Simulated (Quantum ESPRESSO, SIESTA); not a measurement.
# Ru: spin-orbit coupling in 2 programs

```
Ru
1.0
     2.70580    0.00000    0.00000
    -1.35290    2.34329    0.00000
     0.00000    0.00000    4.28190
Ru
2
Direct
  0.66667 0.33333 0.75000
  0.33333 0.66667 0.25000
```

Kept alike: task band structure; functional PBE; k mesh 11 × 11 × 6; occupations fermi-dirac, width 0.05 eV. The mesh is that of the run's cell of 2 atoms.

- A: Quantum ESPRESSO; PseudoDojo 0.4.1 SR PBE standard (False); PseudoDojo 0.4 FR PBE standard (True), cutoff 1143 eV
- B: SIESTA; files PseudoDojo sr-pbe-0.4.1-standard, DZP (energy shift 0.003 Ry; two zetas on semicore shells) (False); files PseudoDojo fr-pbe-0.4-standard, DZP (energy shift 0.003 Ry; two zetas on semicore shells) (True), atomic orbitals

```csv
spin-orbit coupling,A: pressure (GPa),B: pressure (GPa)
off,5.13,8.17
on,5.73,8.05
```

Pressure is positive in compression; plane-wave values hold the error of the finite cutoff. For a metal such a mesh leaves the last digits unconverged.

Question: How large is the effect of spin-orbit coupling, and do the programs agree on it?

Answer: From off to on the pressure moves by +0.60 in A, -0.12 in B (GPa). Row by row the programs differ by 2.32 to 3.04, and they don't agree on the direction.
